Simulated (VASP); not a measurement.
# VASP inputs for MgO (strained rocksalt)

INCAR

```
ISIF = 2
EDIFF = 1E-7
METAGGA = R2SCAN
PREC = Accurate
IBRION = -1
NSW = 0
LCHARG = .TRUE.
ISMEAR = 0
NBANDS = 11
SIGMA = 0.01
LREAL = .FALSE.
NELM = 120
ALGO = Normal
ENCUT = 520
LASPH = .TRUE.
LELF = .TRUE.
LWAVE = .FALSE.
```

KPOINTS

```
KPOINTS created by Atomic Simulation Environment
0
Gamma
10 10 10
0 0 0
```

KPOINTS_OPT

```
special points
6
Reciprocal
0.0000000000 0.0000000000 0.0000000000 1
0.5000000000 0.0000000000 0.5000000000 1
0.6250000000 0.2500000000 0.6250000000 1
0.3750000000 0.3750000000 0.7500000000 1
0.5000000000 0.5000000000 0.5000000000 1
0.5000000000 0.2500000000 0.7500000000 1
```

POSCAR

```
Mg O
 1.0000000000000000
     0.0000000000000000    2.0811457412999999    2.0811457412999999
     2.0811457412999999    0.0000000000000000    2.0811457412999999
     2.0811457412999999    2.0811457412999999    0.0000000000000000
 Mg  O
   1   1
Cartesian
  0.0000000000000000  0.0000000000000000  0.0000000000000000
  2.0811457412999999  2.0811457412999999  2.0811457412999999
```

VASP ran with the recommended PBE PAW datasets (8 valence electrons in the cell).

**Question.** Estimate the main results of this run.

**Answer.** gap between bands v and c 5.97 eV; least direct gap 5.97 eV; pressure 4.2 GPa.

Band v is the last that the valence electrons fill when counted band by band, and c is the next. Levels in eV from the top of v:

```csv
point,v−1,v,c,c+1
Γ,0.00,0.00,5.97,17.04
X,-1.43,-1.43,10.08,11.47
K,-2.81,-1.22,11.24,13.36
L,-0.71,-0.71,9.04,14.24
W,-3.08,-1.84,12.95,12.95
```
